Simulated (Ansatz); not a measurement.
BeTe:

```
CELL_PARAMETERS angstrom
1.78700 -4.79745 0.00000
1.78700 4.79745 0.00000
0.00000 0.00000 3.56915
ATOMIC_POSITIONS crystal
Be 0.50000 0.50000 0.50000
Te 0.00000 0.00000 0.00000
```

The cell was built by a generator and needn't be a form met in nature.

- Program: Ansatz 0.2.0
- Task: relaxation of cell and atoms
- Functional: HSE03
- Potentials or basis: Ansatz PAW
- Cutoff: 420 eV (not typed: the program's choice for these potentials)
- k mesh: 4 × 4 × 4
- Occupations: fermi-dirac, width 0.05 eV
- Spin: no spin polarisation

At the start: volume 30.60 Å³/atom.

How do energy, volume and symmetry change on relaxing?

It ends after 9 steps and the volume is 28.11 Å³/atom (-8.1 %); space group Cmmm (No. 65, to 0.05 Å).

The path:
| step | energy change (eV) | largest force (eV/Å) | volume (Å³) |
| --- | --- | --- | --- |
| 1 | 0.0000 | 0.0000 | 61.20 |
| 2 | -0.0017 | 0.0000 | 59.91 |
| 3 | -0.0028 | 0.0000 | 60.18 |
| 4 | -0.0031 | 0.0000 | 59.97 |
| 5 | -0.0037 | 0.0000 | 59.29 |
| 6 | -0.0048 | 0.0000 | 57.65 |
| 7 | -0.0055 | 0.0000 | 57.02 |
| 8 | -0.0058 | 0.0000 | 56.21 |
| 9 | -0.0053 | 0.0000 | 56.21 |

Final structure:
```
CELL_PARAMETERS angstrom
1.78857 -4.45269 0.00000
1.78857 4.45269 0.00000
0.00000 0.00000 3.52903
ATOMIC_POSITIONS crystal
Be 0.50000 0.50000 0.50000
Te 0.00000 0.00000 0.00000
```

Caveat: the k mesh is coarse (spacing up to 0.47 Å⁻¹), so the values aren't converged, least of all with exact exchange; the plane-wave basis is chosen anew once the cell has moved, so the energies of steps on either side of that aren't comparable; the PAW data sets come from PBE, with cores solved anew for the run's functional, which leaves a small shift of forces and pressure.
